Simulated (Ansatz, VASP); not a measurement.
One calculation of Tl, two programs

INCAR

```
SYSTEM = Tl
PREC = Accurate ; ENCUT = 520
EDIFF = 1E-7 ; ISMEAR = 0
SIGMA = 0.15 ; LREAL = .FALSE.
LASPH = .TRUE. ; NELM = 80
ALGO = Normal ; ISIF = 2
LWAVE = .FALSE. ; LCHARG = .FALSE.
GGA = CA ; NBANDS = 12
```

Contents of KPOINTS:

```
Automatic mesh
0
G
  16 16 16
  0 0 0
```

File POSCAR:

```
Tl
1.0
    0.0000000000      2.3430241714      2.5896582946
    2.3430241714      0.0000000000      2.5896582946
    2.3430241714      2.3430241714      0.0000000000
Tl
1
Direct
    0.0000000000      0.0000000000      0.0000000000
```

Input for Ansatz:

```yaml
crystal:
  lattice:
    - [0.0, 2.3430241714, 2.5896582946]
    - [2.3430241714, 0.0, 2.5896582946]
    - [2.3430241714, 2.3430241714, 0.0]
  atoms:
    - { symbol: Tl, position: [0.0, 0.0, 0.0] }
basis:
  ecutwfc: 420
kpoints:
  mp_grid: { grid: [16, 16, 16] }
hamiltonian:
  xc: lda
scf:
  occupations: { method: gaussian, width: 0.15 }
output:
  forces: true
  stress: true
  eigenvalues: true
```

Change from the starting cell: strain -0.050 along x and y, +0.050 along z, atoms carried along.

Alike in both runs: task single point; functional LDA; k mesh 16 × 16 × 16; occupations gaussian, width 0.15 eV; no spin polarisation.

|  | VASP | Ansatz |
| --- | --- | --- |
| version | VASP 6.6.1 | Ansatz 0.2.0 |
| potentials or method | VASP PAW LDA potentials, release 64 (Tl_d) | scalar-relativistic, plane waves, PAW |
| plane-wave cutoff (eV) | 520 | 420 |
| valence electrons in the cell | 13 | 13 |

```tsv
	VASP	Ansatz	Ansatz less VASP
gap on the k mesh at the Fermi level (eV)	none	none	-
pressure (GPa)	-1.8	-1.8	-0.04
largest component of the traceless stress (GPa)	0.33	0.33	-0.008
```

A gap of «none» marks a metal or a gap that the smearing closes.

The runs have no spin-orbit coupling, so splittings on Tl are missing.
